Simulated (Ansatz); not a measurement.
## A run on SnO2 with an O vacancy

```yaml
crystal:
  lattice:
    - [-4.738, 4.738, 3.1865]
    - [4.738, -4.738, 3.1865]
    - [4.738, 4.738, -3.1865]
  atoms:
    - { symbol: Sn, position: [-0.0044382578, -0.0044382578, -0.0088765156], spin: 0.5 }
    - { symbol: Sn, position: [0.5034014897, 0.5034014897, 0.0068029794] }
    - { symbol: Sn, position: [0.5017562831, -0.0048731864, 0.4968830966] }
    - { symbol: Sn, position: [-0.0048731864, 0.5017562831, 0.4968830966] }
    - { symbol: Sn, position: [0.5028672385, 0.5028672385, 0.5038616225], spin: 0.5 }
    - { symbol: Sn, position: [0.000994384, 0.000994384, 0.5038616225], spin: 0.5 }
    - { symbol: Sn, position: [-0.000211019, 0.499788981, -0.0004220381] }
    - { symbol: Sn, position: [0.499788981, -0.000211019, -0.0004220381] }
    - { symbol: O, position: [0.6548935328, 0.6548935328, 0.3097870656] }
    - { symbol: O, position: [0.6523041226, 0.1506780906, 0.8029822132] }
    - { symbol: O, position: [0.1506780906, 0.6523041226, 0.8029822132] }
    - { symbol: O, position: [0.641522344, 0.3383058212, 0.4928687799] }
    - { symbol: O, position: [0.1545629586, 0.8513464359, 0.4928687799] }
    - { symbol: O, position: [0.1563374549, 0.3487374637, 0.0128523244] }
    - { symbol: O, position: [0.6641148608, 0.8565148695, 0.0128523244] }
    - { symbol: O, position: [0.3478022719, 0.3478022719, 0.6956045437] }
    - { symbol: O, position: [0.8465420247, 0.8465420247, 0.6930840494] }
    - { symbol: O, position: [0.8437079678, 0.3487483652, 0.192456333] }
    - { symbol: O, position: [0.3487483652, 0.8437079678, 0.192456333] }
    - { symbol: O, position: [0.3383058212, 0.641522344, 0.4928687799] }
    - { symbol: O, position: [0.8513464359, 0.1545629586, 0.4928687799] }
    - { symbol: O, position: [0.8565148695, 0.6641148608, 0.0128523244] }
    - { symbol: O, position: [0.3487374637, 0.1563374549, 0.0128523244] }
magnetization:
  spin_polarized: true
total_charge: 1
kpoints:
  mp_grid: { grid: [4, 4, 4] }
scf:
  occupations: { method: fermi_dirac, width: 0.01 }
hamiltonian:
  xc: pbe
  pseudopotentials: { kind: nc }
output:
  forces: true
  stress: true
  populations: true
  efg:
    quadrupole_moments_barn: { Sn: -0.132, O: -0.02558 }
    contact_densities: true
basis:
  xc_grid: 3
```

The quadrupole moment typed for Sn is that of the 23.9 keV Mössbauer state of ¹¹⁹Sn; the ground state has I = 1/2 and no quadrupole moment.

```sh
ansatz run input.yaml --threads 4 --pin off --max-ram 10240MiB --backend cpu --events-out ev --progress --plain --runs-dir out
```

Task: What happens when this input is run?

Result: The input was rejected before any iteration. The program says:

```
Error: output.efg without hamiltonian.pseudopotentials.kind: paw|paw_fr|all_electron or hamiltonian.pseudopotentials.kind: all_electron — the all-electron EFG reconstruction needs the PAW one-centre densities; drop the efg request, or set kind: paw (paw_fr under spin-orbit coupling) (under a functional that reads the kinetic-energy density, kind: paw is refused in some combinations and carries risks of its own in the rest: see hamiltonian.xc for the refusals and hamiltonian.pseudopotentials.kind for the risks, both in the input reference; kind: paw is refused beside gw.static_remainder)
```

Against a sound input the change was `basis.xc_grid`: not typed → 3; `hamiltonian.pseudopotentials`: {kind: paw} → {kind: nc}. The message points to `hamiltonian.pseudopotentials`.

With the sound settings the run converges and gives V_zz (10²¹ V/m²) Sn1 -10.26 (η 0.99), Sn2 6.23 (η 0.93), Sn3 6.07 (η 0.29), Sn5 12.82 (η 0.14), Sn7 -5.84 (η 0.48), O9 -11.76 (η 0.17), among others; a site carries the number of its first atom in the input. These hold for the positions as typed, which a relaxation reached. The defect repeats with the cell of 23 atoms, so it feels its images: sites between two images don't show the values beside a lone defect, and zeros or small values of η there can come from the images' arrangement. O and Sn carry a gradient in the pure host already, so the values there aren't the defect's effect alone. The centre was started off its lattice site, so that it could distort. A uniform background compensates the cell's charge. The defect cell has no gap above 0.1 eV on its mesh, so the values can hang on the smearing and the k-mesh. Without spin–orbit coupling (the program notes it for Sn) the gradients can shift by some per cent, and by up to a factor of two as the program warns, since there is no gap. The cell keeps the host's lattice, and with the defect in it the PBE pressure is 12 GPa (in a charged cell this depends on the convention for the mean potential).
